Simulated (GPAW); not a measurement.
# Al (Fm-3m) in GPAW: equation of state

How stiff is Al in PBE, and what volume does it want? The cell is scaled to several volumes.

All numbers are computed with GPAW 26.7.0; they aren't measurements. Logs are shortened: lines on timing, memory, paths and dates and some standing lists are left out, and cuts for length are marked. The log counts tension as positive stress, the text compression.

**The experiment to reproduce.**

From “The interpretation of polycrystalline coherent inelastic neutron scattering from aluminium”, 2013, pmc:3831299, for a bulk crystal of Al: bulk modulus 76.9 GPa.

The results are compared with them further down.

## (1) The structure

It takes space group Fm-3m (No. 225, cubic). The conventional cell has a = 4.050 Å, b = 4.050 Å, c = 4.050 Å, α = 90.00°, β = 90.00°, γ = 90.00°. Al (site symmetry m-3m) has 12 Al at 2.86 Å as nearest neighbours.

## (2) Equation of state, PBE

Contents of run.py:

```python
from ase.eos import EquationOfState
from ase.io import Trajectory, read
from ase.units import GPa
from gpaw import GPAW, PW

atoms = read('POSCAR')

traj = Trajectory('eos.traj', 'w')
volumes, energies = [], []
for x in [0.94, 0.96, 0.98, 1.0, 1.02, 1.04, 1.06]:
    a = atoms.copy()
    a.set_cell(atoms.cell * x**(1 / 3), scale_atoms=True)
    calc = GPAW(mode=PW(600),
                xc='PBE',
                kpts={'size': (11, 11, 11), 'gamma': True},
                occupations={'name': 'fermi-dirac', 'width': 0.05},
                nbands=7,
                convergence={'density': 1e-05, 'energy': 1e-05},
                maxiter=150,
                txt=f'eos-{x:.2f}.txt')
    a.calc = calc
    energies.append(a.get_potential_energy(force_consistent=True))
    volumes.append(a.get_volume())
    p = -a.get_stress()[:3].mean() / GPa
    calc.write(f'eos-{x:.2f}.gpw')
    traj.write(a)
    print(f'{x:.2f} {volumes[-1]:10.4f} A^3 {energies[-1]:14.6f} eV {p:9.3f} GPa', flush=True)

v0, e0, B = EquationOfState(volumes, energies, eos='birchmurnaghan').fit()
print(f'V0 = {v0:.4f} A^3, E0 = {e0:.6f} eV, B0 = {B / GPa:.2f} GPa')
```

Contents of POSCAR:

```
Al
1.0
    0.0000000000      2.0248050000      2.0248050000
    2.0248050000      0.0000000000      2.0248050000
    2.0248050000      2.0248050000      0.0000000000
Al
1
Direct
    0.0000000000      0.0000000000      0.0000000000
```

Potentials or basis: GPAW PAW data sets (gpaw-data 1.2.1), pw.

Run with:

```bash
> OMP_NUM_THREADS=1 python run.py
```

Output:

```text
__  _  _
 | _ |_)|_||  |
 |__||  | ||/\| - 26.7.0

Input parameters:
  mode=PW(ecut=600.0),
  convergence={'density': 1e-05, 'energy': 1e-05},
  kpts=MonkhorstPack(size=(11, 11, 11), gamma=True),
  maxiter=150,
  nbands=7,
  occupations=Occupations(name='fermi-dirac', width=0.05),
  xc=XC(name='PBE')

Diagonalizing LCAO Hamiltonian
Converting LCAO to pw mode

       Al

Atoms  # Å, Bohr magnetons
|   | symbol |        x |        y |        z |    initial magnetic moments |
|---|--------|----------|----------|----------|-----------------------------|
| 0 |     Al | 0.000000 | 0.000000 | 0.000000 | ( 0.0000,  0.0000,  0.0000) |

Unit cell  # Å
| periodic |        x |        y |        z |  lengths |    angles |
|----------|----------|----------|----------|----------|-----------|
|      yes | 0.000000 | 1.983471 | 1.983471 | 2.805051 | 60.000000 |
|      yes | 1.983471 | 0.000000 | 1.983471 | 2.805051 | 60.000000 |
|      yes | 1.983471 | 1.983471 | 0.000000 | 2.805051 | 60.000000 |

Number of symmetries: 48
Symmetry operations  # r_c * U_cc + t_c -> r_c
|    | kind |            matrix            |
|----|------|------------------------------|
|  0 |  σ   |  1, 0, 0,  1, 0,-1,  1,-1, 0 |
|  1 |  C2  |  1, 0, 0,  1,-1, 0,  1, 0,-1 |
|  2 |  E   |  1, 0, 0,  0, 1, 0,  0, 0, 1 |
|  3 |  σ   |  1, 0, 0,  0, 0, 1,  0, 1, 0 |
|  4 |  C4  |  1, 0,-1,  1, 0, 0,  1,-1, 0 |
|  5 |  S6  |  1, 0,-1,  1,-1, 0,  1, 0, 0 |
|  6 |  σ   |  1, 0,-1,  0, 1,-1,  0, 0,-1 |
|  7 |  C3  |  1, 0,-1,  0, 0,-1,  0, 1,-1 |
|  8 |  S6  |  1,-1, 0,  1, 0, 0,  1, 0,-1 |
|  9 |  C4  |  1,-1, 0,  1, 0,-1,  1, 0, 0 |
| 10 |  C3  |  1,-1, 0,  0,-1, 1,  0,-1, 0 |
| 11 |  σ   |  1,-1, 0,  0,-1, 0,  0,-1, 1 |
| 12 |  σ   |  0, 1, 0,  1, 0, 0,  0, 0, 1 |
| 13 |  C4  |  0, 1, 0,  0, 1,-1, -1, 1, 0 |
| 14 |  C3  |  0, 1, 0,  0, 0, 1,  1, 0, 0 |
| 15 |  S6  |  0, 1, 0, -1, 1, 0,  0, 1,-1 |
| 16 |  C2  |  0, 1,-1,  1, 0,-1,  0, 0,-1 |
| 17 |  σ   |  0, 1,-1,  0, 1, 0, -1, 1, 0 |
| 18 |  S4  |  0, 1,-1,  0, 0,-1,  1, 0,-1 |
| 19 |  C4  |  0, 1,-1, -1, 1, 0,  0, 1, 0 |
| 20 |  C3  |  0, 0, 1,  1, 0, 0,  0, 1, 0 |
| 21 |  σ   |  0, 0, 1,  0, 1, 0,  1, 0, 0 |
| 22 |  S6  |  0, 0, 1,  0,-1, 1, -1, 0, 1 |
| 23 |  C4  |  0, 0, 1, -1, 0, 1,  0,-1, 1 |
| 24 |  S4  |  0, 0,-1,  1, 0,-1,  0, 1,-1 |
| 25 |  C3  |  0, 0,-1,  0, 1,-1,  1, 0,-1 |
| 26 |  C2  |  0, 0,-1,  0,-1, 0, -1, 0, 0 |
| 27 |  S6  |  0, 0,-1, -1, 0, 0,  0,-1, 0 |
| 28 |  S4  |  0,-1, 1,  1,-1, 0,  0,-1, 0 |
| 29 |  C4  |  0,-1, 1,  0, 0, 1, -1, 0, 1 |
| 30 |  C2  |  0,-1, 1,  0,-1, 0,  1,-1, 0 |
| 31 |  σ   |  0,-1, 1, -1, 0, 1,  0, 0, 1 |
| 32 |  C3  |  0,-1, 0,  1,-1, 0,  0,-1, 1 |
| 33 |  S6  |  0,-1, 0,  0, 0,-1, -1, 0, 0 |
| 34 |  S4  |  0,-1, 0,  0,-1, 1,  1,-1, 0 |
| 35 |  C2  |  0,-1, 0, -1, 0, 0,  0, 0,-1 |
| 36 |  C2  | -1, 1, 0,  0, 1, 0,  0, 1,-1 |
| 37 |  S6  | -1, 1, 0,  0, 1,-1,  0, 1, 0 |
| 38 |  S4  | -1, 1, 0, -1, 0, 1, -1, 0, 0 |
| 39 |  C3  | -1, 1, 0, -1, 0, 0, -1, 0, 1 |
| 40 |  S6  | -1, 0, 1,  0, 0, 1,  0,-1, 1 |
| 41 |  C2  | -1, 0, 1,  0,-1, 1,  0, 0, 1 |
| 42 |  C3  | -1, 0, 1, -1, 1, 0, -1, 0, 0 |
| 43 |  S4  | -1, 0, 1, -1, 0, 0, -1, 1, 0 |
| 44 |  C2  | -1, 0, 0,  0, 0,-1,  0,-1, 0 |
| 45 |  i   | -1, 0, 0,  0,-1, 0,  0, 0,-1 |
| 46 |  σ   | -1, 0, 0, -1, 1, 0, -1, 0, 1 |
| 47 |  C2  | -1, 0, 0, -1, 0, 1, -1, 1, 0 |

BZ-sampling:
  Number of BZ points: 1331
  Number of IBZ points: 56

  Monkhorst-Pack size: [11, 11, 11]
  Monkhorst-Pack shift: [0, 0, 0]

K-points  # in reciprocal-cell coordinates
|     |                                coordinates |     weight |
|-----|--------------------------------------------|------------|
|   0 | (  0.00000000,   0.00000000,   0.00000000) | 0.00075131 |
|   1 | (  0.09090909,   0.09090909,   0.00000000) | 0.00450789 |
|   2 | (  0.09090909,   0.09090909,   0.09090909) | 0.00601052 |
|   3 | (  0.18181818,   0.09090909,   0.09090909) | 0.00901578 |
|   4 | (  0.18181818,   0.18181818,   0.00000000) | 0.00450789 |
|   5 | (  0.18181818,   0.18181818,   0.09090909) | 0.01803156 |
|   6 | (  0.18181818,   0.18181818,   0.18181818) | 0.00601052 |
|   7 | (  0.27272727,   0.18181818,   0.09090909) | 0.01803156 |
|   8 | (  0.27272727,   0.18181818,   0.18181818) | 0.01803156 |
|   9 | (  0.27272727,   0.27272727,   0.00000000) | 0.00450789 |
| ... |                                            |            |
|  55 | (  0.45454545,   0.45454545,   0.45454545) | 0.00601052 |

Plane wave coefficients: 534
Cutoff: 600.0 eV

Spin-components: 1 (collinear spins)
Bands:           7
Projectors:      5
Spin-degeneracy: 2
Datatype:        complex128

Density:
  Valence electrons: 3.0
  Components: 1
  Grid points: [16 16 16]
  Charge: 0.0  # |e|

Potential:
  Grid points: [16 16 16]

species:
  Al:
    name:    Aluminium
    Z:       13.0
    valence: 3
    core:    10
    charge:  0.0  # [|e|]
    compensation charges:
      type: gauss
      rc: 0.34  # [Å]
      lmax: 2
    cutoffs:
      filter: 1.91  # [Å]
      core: 2.36  # [Å]
    projectors
    | kind |    occ | energy [eV] | rcut [Å] |
    |------|--------|-------------|----------|
    |   3s |  2.000 |      -7.753 |    1.085 |
    |   3p |  1.000 |      -2.712 |    1.085 |
    |    s |        |      19.459 |    1.085 |
    |    p |        |      24.499 |    1.085 |
    |    d |        |       0.000 |    1.085 |

    Using partial waves for Al as LCAO basis

Reference energy: -6603.423265  # eV

eigensolver:
  PPCG
  Converge bands: occupied
  niter=2

density mixing:
  MSR1-Mixer
  Pratt-step length: 0.05
  Maximum mixing coefficient: 0.75
  Old densities: 10
  SVD Regularization: 0.005
  Good broyden scale: 1.0
  Trust region scale: 1.0
  Backstep threshold: 4.0
  History deletion threshold: 6.0
  Fourier metric: weight=20.0, sigma=0.015

occupation numbers:
  Fermi-Dirac:
    width: 0.0500  # eV

poisson solver:
  ecut: 4800.0  # eV

xc functional:
[... 9 lines left out ...]
|iter     | |      energy | eigst |  dens |
|---------|-|-------------|-------|-------|
|iter:   1| |   -3.726259 | -0.22 |       |
|iter:   2| |   -3.726853 | -3.49 | -0.98 |
|iter:   3| |   -3.730461 | -3.27 | -1.01 |
|iter:   4| |   -3.731154 | -3.96 | -1.56 |
|iter:   5| |   -3.731163 | -6.17 | -2.95 |
|iter:   6| |   -3.731164c| -6.62 | -3.36 |
|iter:   7| |   -3.731164c| -8.69c| -4.67 |
|iter:   8| |   -3.731164c| -9.18c| -5.16c|

Converged in 8 steps
Energy contributions relative to reference atoms: (reference = -6603.423265)

Energy contributions:
  Kinetic:           5.763256
  Coulomb:          -3.346699
  Zero:             -0.008177
  External:          0.000000
  Xc:               -6.137592
  Entropy:          -0.003904
  Spinorbit:         0.000000
  ----------------------------
  Free energy:      -3.733117
  Extrapolated:     -3.731164

dipole moment: (-6.801186, -6.801186, -6.801186)  # |e|*Ang

Fermi level: 7.704
Eigenvalues  # (at kpt = [0.000, 0.000, 0.000])
| band index |      eig [eV] | occ [0-2] |
|------------|---------------|-----------|
|          0 |        -3.824 |     2.000 |
|          1 |        20.648 |     0.000 |
|          2 |        20.648 |     0.000 |
|          3 |        20.648 |     0.000 |
|          4 |        22.576 |     0.000 |
|          5 |        22.576 |     0.000 |
|          6 |        22.576 |     0.000 |

No gap
No difference between direct/indirect transitions

Stress tensor  # eV/Ang^3
|         x |         y |         z |
|-----------|-----------|-----------|
| -0.032680 |  0.000000 |  0.000000 |
|  0.000000 | -0.032680 | -0.000000 |
|  0.000000 | -0.000000 | -0.032680 |

# Writing to eos-0.94.gpw (mode='')
```

stdout:

```text
0.94    15.6066 A^3      -3.733117 eV     5.236 GPa
0.96    15.9386 A^3      -3.741822 eV     3.188 GPa
0.98    16.2707 A^3      -3.746501 eV     1.347 GPa
1.00    16.6027 A^3      -3.747566 eV    -0.303 GPa
1.02    16.9348 A^3      -3.745391 eV    -1.780 GPa
1.04    17.2668 A^3      -3.740320 eV    -3.100 GPa
1.06    17.5989 A^3      -3.732664 eV    -4.277 GPa
V0 = 16.5403 A^3, E0 = -3.747620 eV, B0 = 79.27 GPa
```

It took 26 s on 1 thread of Intel Xeon Platinum 8559C (Emerald Rapids), shared host; peak memory 0.17 GiB.

What came out:

```yaml
Equilibrium_volume: 16.54 Å³/atom
Bulk_modulus: 79 GPa
Pressure_derivative_of_the_bulk_modulus: 4.5
```

Energy against volume, from the lowest point:
```tsv
volume (Å³/atom)	energy (meV/atom)
15.607	14.45
15.939	5.74
16.271	1.07
16.603	0.00
16.935	2.17
17.267	7.25
17.599	14.90
```

## (3) Comparison with measurements

Step 2. Against the measured bulk modulus of Al, 76.9 GPa (quoted in “The interpretation of polycrystalline coherent inelastic neutron scattering from aluminium”, 2013, pmc:3831299), the calculated 79 GPa is off by +3.1 %. The fit is for a static lattice scaled at fixed shape and fixed fractional positions. The cell as given is a measured one (16.60 Å³/atom); PBE puts the equilibrium volume -0.4 % from it, thermal expansion not counted.
